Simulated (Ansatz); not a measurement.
# Ti2H: the cost of one run

Computed with Ansatz 0.2.0 (DFT PBE, scalar-relativistic, plane waves, PAW, unless a step's input says otherwise).

1 further run of the same task is left out (it didn't finish). Runs told in other sessions of the task aren't counted.

### Step 1. Starting point

The structure is trigonal, space group P-3m1 (No. 164). The conventional cell has a = 3.946 Å, b = 3.946 Å, c = 2.572 Å, α = 90.00°, β = 90.00°, γ = 120.00°. Around Ti (site symmetry 3m) lie 3 H at 2.28 Å and 5 Ti at 2.30 to 2.57 Å. Around H (site symmetry -3m) lie 6 Ti at 2.28 Å.

Structure file:

```cif
data_structure
_symmetry_space_group_name_H-M 'P 1'
_symmetry_Int_Tables_number 1
_cell_length_a 3.9459
_cell_length_b 3.9459
_cell_length_c 2.5722
_cell_angle_alpha 90.000
_cell_angle_beta 90.000
_cell_angle_gamma 120.000
_cell_volume 34.68
loop_
_atom_site_label
_atom_site_type_symbol
_atom_site_fract_x
_atom_site_fract_y
_atom_site_fract_z
_atom_site_occupancy
Ti1 Ti 0.33333 0.66667 0.44248 1
Ti2 Ti 0.66667 0.33333 0.55752 1
H1 H 0.00000 0.00000 0.50000 1
```

The cell is invented: random cell by space group and Wyckoff sites (P-3m1, No. 164). The dimensions are guesses.

### Step 2. The guess as it stands, on a coarse mesh

The input, input.yaml:

```yaml
crystal:
  lattice:
    - [3.94591799, 0.0, 0.0]
    - [-1.97295899, 3.41726522, 0.0]
    - [0.0, 0.0, 2.57224484]
  atoms:
    - { symbol: Ti, position: [0.33333333, 0.66666667, 0.44247641] }
    - { symbol: Ti, position: [0.66666667, 0.33333333, 0.55752359] }
    - { symbol: H, position: [0.0, 0.0, 0.5] }
basis:
  ecutwfc: 420
kpoints:
  mp_grid: { grid: [6, 6, 6] }
hamiltonian:
  xc: pbe
scf:
  occupations: { method: gaussian, width: 0.1 }
  lower_state_search: "off"
output:
  forces: true
  stress: true
  eigenvalues: true
```

Run with:

```sh
$ ansatz run input.yaml --threads 1 --pin off --max-ram 2560MiB --backend cpu --events-out ev --progress --plain --runs-dir out
```

What time and memory should one allow on 1 thread of AMD EPYC (Zen 3), shared host?

About 2.6 s, with a peak of 0.32 GiB.
